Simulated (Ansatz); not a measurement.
Input and command of a calculation in Ansatz (plane waves; scalar-relativistic PAW potentials unless the input names others):

```yaml
crystal:
  lattice:
    - [4.0125456562, 0.0, 0.0]
    - [0.0, 4.0125456562, 0.0]
    - [0.0, 0.0, 26.0932456083]
  atoms:
    - { symbol: As, position: [0.0, 0.5, 0.3257547999] }
    - { symbol: Al, position: [0.5, 0.5, 0.3801232422] }
    - { symbol: As, position: [0.5, 0.0, 0.4344916847] }
    - { symbol: Al, position: [0.0, 0.0, 0.4871067024] }
    - { symbol: As, position: [0.0, 0.5, 0.5437549896] }
    - { symbol: Al, position: [0.5, 0.5, 0.5983507225] }
    - { symbol: Al, position: [0.5, 1.0, 0.6667415061], spin: 1.0 }
basis:
  ecutwfc: 420
kpoints:
  mp_grid: { grid: [7, 7, 1] }
hamiltonian:
  xc: pbesol
  hubbard: { sites: [{ species: Al, l: f, u_eff: 30.0 }] }
scf:
  occupations: { method: gaussian, width: 0.05 }
  max_iter: 60
output:
  forces: true
  eigenvalues: true
magnetization:
  spin_polarized: true
efield:
  axis: 3
  dipole_correction: true
  ramp_width: 0.04
```

```bash
ansatz run input.yaml --threads 2 --pin off --max-ram 5120MiB --backend cpu --events-out ev --progress --plain --runs-dir out
```

Task: What is wrong with this input?

Result: The program refuses it, because of a U on a shell that isn't there (hamiltonian.hubbard: not typed → {"sites": [{"species": "Al", "l": "f", "u_eff": 30.0}]}). Without that key it is accepted.

Abridged log:
```
Error: inconsistent input (hamiltonian.hubbard.sites[].l, hamiltonian.hubbard.sites[].shell): the file of Al doesn't list 4f, and it can't be added: PBE doesn't bind the shell 4f of the free atom, whose level lies at +1.02 eV. Type an atom or ion with it (hamiltonian.pseudopotentials.projection_atoms), take another file or name another shell
```